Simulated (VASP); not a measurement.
**InSb (strained zincblende), r²SCAN single-point calculation: VASP's output and Ansatz's**

POSCAR

```
In Sb
 1.0000000000000000
     0.0000000000000000    3.2795130145000000    3.3162435602999998
     3.2795130145000000    0.0000000000000000    3.3162435602999998
     3.2795130145000000    3.2795130145000000    0.0000000000000000
 In  Sb
   1   1
Cartesian
  0.0000000000000000  0.0000000000000000  0.0000000000000000
  1.6397565072500004  1.6397565072500004  1.6581217801499999
```

VASP ran with the recommended PBE PAW datasets (18 valence electrons in the cell).

From OUTCAR

```
k-points           NKPTS =     30   k-points in BZ     NKDIM =     30   number of bands    NBANDS=     16

   NELECT =      18.0000    total number of electrons

   dimension x,y,z NGX =    36 NGY =   36 NGZ =   36
   dimension x,y,z NGXF=    72 NGYF=   72 NGZF=   72

  energy-cutoff  :      520.00
  volume of cell :       71.33
      direct lattice vectors                 reciprocal lattice vectors
     0.000000000  3.279513014  3.316243560    -0.152461661  0.152461661  0.150773003
     3.279513014  0.000000000  3.316243560     0.152461661 -0.152461661  0.150773003
     3.279513014  3.279513014  0.000000000     0.152461661  0.152461661 -0.150773003

 k-points in reciprocal lattice and weights: KPOINTS created by Atomic Simulation Env
   0.00000000  0.00000000  0.00000000       0.005
   0.16666667  0.00000000  0.00000000       0.037
   0.33333333  0.00000000  0.00000000       0.037
   0.50000000  0.00000000  0.00000000       0.019
   0.16666667  0.16666667  0.00000000       0.009
   0.33333333  0.16666667  0.00000000       0.037
   0.50000000  0.16666667  0.00000000       0.037
  -0.33333333  0.16666667  0.00000000       0.037
   ...

 E-fermi :   4.4495

 k-point     1 :       0.0000    0.0000    0.0000
  band No.  band energies     occupation
      1     -10.5787      2.00000
      2     -10.5764      2.00000
      3     -10.5764      2.00000
      4     -10.4905      2.00000
      5     -10.4885      2.00000
      6      -6.3861      2.00000
      7       4.3724      1.95856
      8       4.3904      1.90064
      9       4.4467      1.07042
     10       4.4467      1.07038
     11       7.6396      0.00000
     12       7.6396      0.00000
     13       7.6668      0.00000
     14      10.5517      0.00000
     15      12.9490      0.00000
     16      13.1160      0.00000

 k-point     2 :       0.1667    0.0000    0.0000
  band No.  band energies     occupation
      1     -10.5879      2.00000
      2     -10.5728      2.00000
      3     -10.5715      2.00000
      4     -10.4908      2.00000
      5     -10.4886      2.00000
      6      -6.1408      2.00000
      7       2.0132      2.00000
      8       4.0851      2.00000
      9       4.1329      2.00000
     10       5.5690      0.00000
     11       8.0894      0.00000
     12       8.0933      0.00000
     13       8.3871      0.00000
     14      11.6495      0.00000
     15      12.0857      0.00000
     16      12.1745      0.00000

 k-point     3 :       0.3333    0.0000    0.0000
  band No.  band energies     occupation
      1     -10.6086      2.00000
      2     -10.5639      2.00000
      3     -10.5625      2.00000
      4     -10.4904      2.00000
      5     -10.4877      2.00000
      6      -5.5112      2.00000
      7      -0.1355      2.00000
      8       3.6080      2.00000
      9       3.6726      2.00000
     10       5.3242      0.00000
     11       8.4929      0.00000
     12       8.5276      0.00000
     13      10.4875      0.00000
     14      11.5741      0.00000
     15      12.5396      0.00000
     16      12.5543      0.00000

 k-point     4 :       0.5000    0.0000    0.0000
  band No.  band energies     occupation
      1     -10.6189      2.00000
      2     -10.5600      2.00000
      3     -10.5587      2.00000
      4     -10.4895      2.00000
      5     -10.4866      2.00000
      6      -5.0581      2.00000
      7      -1.1212      2.00000
      8       3.4168      2.00000
      9       3.4886      2.00000
     10       5.1664      0.00000
     11       8.4920      0.00000
     12       8.5432      0.00000
     13      10.9046      0.00000
     14      13.0064      0.00000
     15      13.9989      0.00000
     16      14.0719      0.00000

 k-point     5 :       0.1667    0.1667    0.0000
  band No.  band energies     occupation
      1     -10.5978      2.00000
      2     -10.5667      2.00000
      3     -10.5667      2.00000
      4     -10.4917      2.00000
      5     -10.4884      2.00000
      6      -6.0612      2.00000
      7       1.9097      2.00000
      8       3.6320      2.00000
      9       3.6320      2.00000
     10       6.4306      0.00000
     11       7.0777      0.00000
     12       8.8943      0.00000
     13       8.8943      0.00000
     14      10.8375      0.00000
     15      12.1562      0.00000
     16      13.4031      0.00000

 k-point     6 :       0.3333    0.1667    0.0000
  band No.  band energies     occupation
      1     -10.6147      2.00000
      2     -10.5592      2.00000
      3     -10.5572      2.00000
      4     -10.4936      2.00000
      5     -10.4872      2.00000
      6      -5.5485      2.00000
      7       0.2888      2.00000
      8       2.9133      2.00000
      9       3.1709      2.00000
     10       6.5357      0.00000
     11       7.6090      0.00000
     12       9.3493      0.00000
     13       9.6005      0.00000
     14      11.7969      0.00000
     15      13.1537      0.00000
     16      13.4992      0.00000

 ...

  Total       -0.1467377     -0.1467377     -0.2825708      0.0000000      0.0000000      0.0000000
  in kB       -3.2957716     -3.2957716     -6.3466223      0.0000000      0.0000000      0.0000000
  external PRESSURE =      -4.3127218 kB  Pullay stress =       0.0000000 kB

 POSITION                                       TOTAL-FORCE (eV/Angst)
 -----------------------------------------------------------------------------------
      0.00000      0.00000      0.00000         0.000000     -0.000000      0.000000
      1.63976      1.63976      1.65812        -0.000000      0.000000      0.000000
 -----------------------------------------------------------------------------------
    total drift:                               -0.000002     -0.000002      0.000000

  FREE ENERGIE OF THE ION-ELECTRON SYSTEM (eV)
  ---------------------------------------------------
  free  energy   TOTEN  =       -48.7469246441 eV

  energy  without entropy=      -48.7466135782  energy(sigma->0) =      -48.74676911
```

The two codes use different PAW datasets and cutoffs. VASP's cell holds 18 valence electrons and Ansatz's 28. Ansatz's stress includes a Pulay correction; VASP's doesn't.

What does Ansatz give for the same cell and level of theory?

gap between bands v and c 0.00 eV; least direct gap 0.00 eV; pressure -0.4 GPa.

Ansatz printed

```
SCF 1 converged in 6 iterations: F = -12111.420229 eV  dr2 = 8.24e-9
  greatest PAW one-centre occupation: 0.993 electrons in one spin orbital (limit 2), on the Sb atom at site 1 (counted from 0), in its partial waves of l = 2
NSCF: frozen V_eff on 6 k-points
SCF converged after 6 iterations
Free energy (F): -12111.420229 eV
Harris-Foulkes:  -12111.420228 eV  (|F-HF|=4.22e-9)
Internal energy: -12111.419916 eV  (E = F + TS)
E sigma→0 (E₀):  -12111.420072 eV
Entropy (-TS):   -0.000313 eV (-0.156 meV/atom)
Fermi energy:    6.618359 eV
--- Per-component energies (eV) ---
  E_band       = -293.083886
  E_kinetic    = 448.632059
  E_local      = -3263.246259  (includes V_loc(G=0)·N_el)
  E_nonlocal   = 731.362920
  E_hartree    = 1403.150415
  E_xc         = -327.446045
  E_vxc        = -208.387053  (∫ρ·V_xc dr)
  E_paw        = -8787.692279  (= ΣΔE_a)
  E_vpaw       = -822.104312  (= ΣTr[D̂ρ^β])
  E_aug_tail   = 0.000007  (compensation charges beyond the density's cutoff)
  E_vtau       = 14.354718  (kinetic-family band-sum trace: ∫τ·v_τ [+ j·A + Jᵃ·Aᵃ] dr)
  E_ewald      = -2317.652317
  E_core_change = 1.471583  (= ΣΔE_core)
  E_smearing   = -0.000313  (= −TS)
  E_closure    = 0.000000  (closes the sum)
  Σ components = -12111.420229   (vs F -12111.420229, Δ=0.00e0)
--- Forces (eV/Å), atoms counted from 1 ---
  atom   1  In     0.00000000    -0.00000000    -0.00000000
  atom   2  Sb    -0.00000000     0.00000000     0.00000000
  max |Σ_I F_I| component: 2.78e-17 eV/Å
--- Stress (GPa, compression-positive) ---
       -0.345952       0.000000       0.000000
       -0.000000      -0.345952       0.000000
       -0.000000       0.000000      -0.650848
  P = ⅓ Tr σ = -0.4476 GPa (-4.476 kbar)
--- Band table (eV; the first three rows and the last of 30) ---
  k-point 0: bands = ["-22.5933", "-22.5933", "-22.5932", "-22.5754", "-22.5753", "-8.4455", "-8.4432", "-8.4432", "-8.3642", "-8.3623", "-4.2110", "6.5437", "6.5593", "6.6154", "6.6154", "9.8205", "9.8205", "9.8475"]
  k-point 1: bands = ["-22.5933", "-22.5931", "-22.5929", "-22.5752", "-22.5752", "-8.4545", "-8.4395", "-8.4381", "-8.3646", "-8.3625", "-3.9660", "4.1875", "6.2555", "6.3033", "7.7417", "10.2702", "10.2739", "10.5646"]
  k-point 2: bands = ["-22.5932", "-22.5926", "-22.5924", "-22.5750", "-22.5749", "-8.4752", "-8.4305", "-8.4291", "-8.3643", "-8.3618", "-3.3375", "2.0434", "5.7801", "5.8446", "7.4995", "10.6749", "10.7098", "12.6638"]
  k-point 29: bands = ["-22.5945", "-22.5914", "-22.5914", "-22.5757", "-22.5738", "-8.5157", "-8.4020", "-8.4020", "-8.3789", "-8.3576", "-2.3191", "0.7170", "4.4436", "4.4436", "8.2289", "8.2925", "15.0553", "15.0553"]
```
